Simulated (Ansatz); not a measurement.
# Sb: stress in a strained cell

Sb is deformed so: equal xx and yy strain of +3 %. What stress and forces result, by LAPW, PAW and all-electron datasets made for the crystal?

Program: Ansatz 0.2.0. Level of theory: DFT PBE, scalar-relativistic. These are calculated values, not measurements.

## (1) The system as given

Symmetry: Fm-3m, No. 225, cubic system. The conventional cell has a = 4.610 Å, b = 4.610 Å, c = 4.610 Å, α = 90.00°, β = 90.00°, γ = 90.00°. Sb (site symmetry m-3m) has 12 Sb at 3.26 Å as nearest neighbours.

Structure file:

```cif
data_structure
_symmetry_space_group_name_H-M 'P 1'
_symmetry_Int_Tables_number 1
_cell_length_a 3.2598
_cell_length_b 3.2598
_cell_length_c 3.2598
_cell_angle_alpha 60.000
_cell_angle_beta 60.000
_cell_angle_gamma 60.000
_cell_volume 24.49
loop_
_atom_site_label
_atom_site_type_symbol
_atom_site_fract_x
_atom_site_fract_y
_atom_site_fract_z
_atom_site_occupancy
Sb1 Sb 0.00000 0.00000 0.00000 1
```

## (2) The deformed structure

Space group Fm-3m before, I4/mmm after.

## (3) Full-potential LAPW

The input, input.yaml:

```yaml
crystal:
  lattice:
    - [0.0, 2.37415, 2.305]
    - [2.37415, 0.0, 2.305]
    - [2.37415, 2.37415, 0.0]
  atoms:
    - { symbol: Sb, position: [0.0, 0.0, 0.0] }
kpoints:
  mp_grid: { grid: [12, 12, 12] }
  band_path:
    path:
      - [0.0, 0.0, 0.0]
      - [0.0, 0.5, 0.5]
      - [0.25, 0.75, 0.5]
      - [0.0, 0.5, 0.0]
      - [0.0, 0.0, 0.0]
      - [0.5, 0.5, 0.0]
      - [0.3826125, 0.6173875, 0.0]
      - [-0.3826125, 0.3826125, 0.0]
      - [0.0, 0.0, 0.0]
    npoints: 5
scf:
  occupations: { method: fermi_dirac, width: 0.05 }
hamiltonian:
  xc: pbe
  pseudopotentials: { kind: all_electron, lapw: { basis_error: 0.001 } }
output:
  forces: true
  stress: true
  eigenvalues: true
```

On the command line:

```bash
ansatz run input.yaml --threads 1 --pin off --max-ram 3072MiB --backend cpu --events-out ev --progress --plain --runs-dir out
```

## (4) Frozen-core PAW

The input, input.yaml:

```yaml
crystal:
  lattice:
    - [0.0, 2.37415, 2.305]
    - [2.37415, 0.0, 2.305]
    - [2.37415, 2.37415, 0.0]
  atoms:
    - { symbol: Sb, position: [0.0, 0.0, 0.0] }
kpoints:
  mp_grid: { grid: [12, 12, 12] }
scf:
  occupations: { method: fermi_dirac, width: 0.05 }
hamiltonian:
  xc: pbe
  pseudopotentials: { kind: paw }
output:
  forces: true
  stress: true
  eigenvalues: true
  efg: { contact_densities: true }
```

## (5) All-electron PAW on datasets made for the crystal

input.yaml: that of step 4 with these lines changed.

```diff
@@ -13,3 +13,3 @@
   xc: pbe
-  pseudopotentials: { kind: paw }
+  pseudopotentials: { kind: all_electron, datasets: crystal }
 output:
```

(Steps that only read results are left out.)

What does the calculation give? Wanted: pressure; largest shear or deviatoric stress.

As calculated:

| quantity | value |
| --- | --- |
| pressure | LAPW 3.92, PAW 3.92, crystal datasets 3.92 GPa |
| largest shear or deviatoric stress (LAPW) | 0.33 GPa |

In words: The largest part of the stress beyond the pressure is 0.33 GPa in size, in the zz component. No run of the undeformed cell stands beside it, so the pressure holds what the given cell had before the change. PAW: stress within 0.01 GPa of LAPW. Crystal datasets: stress within 0.01 GPa of LAPW. Spin-orbit coupling is left out, though the cell holds Sb; in elements this heavy it can shift bands and gaps by tenths of an eV.
